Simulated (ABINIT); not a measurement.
Runs of ABINIT 10.8.3 (patched build) on As. The structure is trigonal, space group R-3m (No. 166). Conventional cell: a = 3.762 Å, b = 3.762 Å, c = 10.542 Å, α = 90.00°, β = 90.00°, γ = 120.00°. As (site symmetry 3m) is surrounded by 3 As at 2.51 Å. 

```tsv
task	level	potentials or basis	cell	k mesh	cutoff (eV)	electron-positron correlation	fine-grid cutoff	stop of the response cycle (tolvrs)	acoustic sum rule (asr)	cell freedom (optcell)	gap on the mesh (eV)	pressure (GPa)	relaxed volume (Å³/atom)	largest force (eV/Å)
single point	LDA	PseudoDojo NC SR LDA v0.4.1 standard	as given	7 × 7 × 7	1088	-	-	-	-	-	none	-1.7	-	(a)
single point	PBE	SG15 NC PBE v1.2	as given	7 × 7 × 7	381	-	-	-	-	-	none	(c)	-	(d)
positron lifetime	PBE	JTH PAW PBE v2.0	as given	6 × 6 × 6	354	Sterne-Kaiser GGA	707.496 eV	-	-	-	none	3.7	-	0.36
single point	PBEsol	PseudoDojo NC SR PBEsol v0.4.1 standard	as given	7 × 7 × 7	1034	-	-	-	-	-	none	(b)	-	0.34
phonons	LDA	PseudoDojo NC SR LDA v0.4.1 standard	as given	6 × 6 × 6	1088	-	-	1e-08	1	-	none	-1.7	-	0.16
single point	PBE	PseudoDojo NC SR PBE v0.4.1 standard	as given	7 × 7 × 7	1088	-	-	-	-	-	none	3.5	-	0.40
relaxation of cell and atoms	PBE	PseudoDojo NC SR PBE v0.4.1 standard	relaxed	7 × 7 × 7	1143	-	-	-	-	2	none	0.0	22.48	-
relaxation of cell and atoms	LDA	PseudoDojo NC SR LDA v0.4.1 standard	relaxed	7 × 7 × 7	1088	-	-	-	-	2	0.37	0.0	20.37	-
```

Alike in all rows: no spin polarisation; smearing fermi-dirac 0.05 eV.

Task: Fill in the values left out.

Result: (a) 0.23; (b) -1.5; (c) 3.6; (d) 0.46.

Caveats: the PAW basis is incomplete for the positron (some runs); the mesh is coarse for a metal's response (some runs); an odd mesh through Γ misses points on the zone boundary, where band edges often lie (some runs).

A k mesh can miss the band edges, and the runs leave out spin-orbit coupling on As.

A gap of «none» marks a metal or a gap under the smearing width.

Not every run made on this cell is shown here.
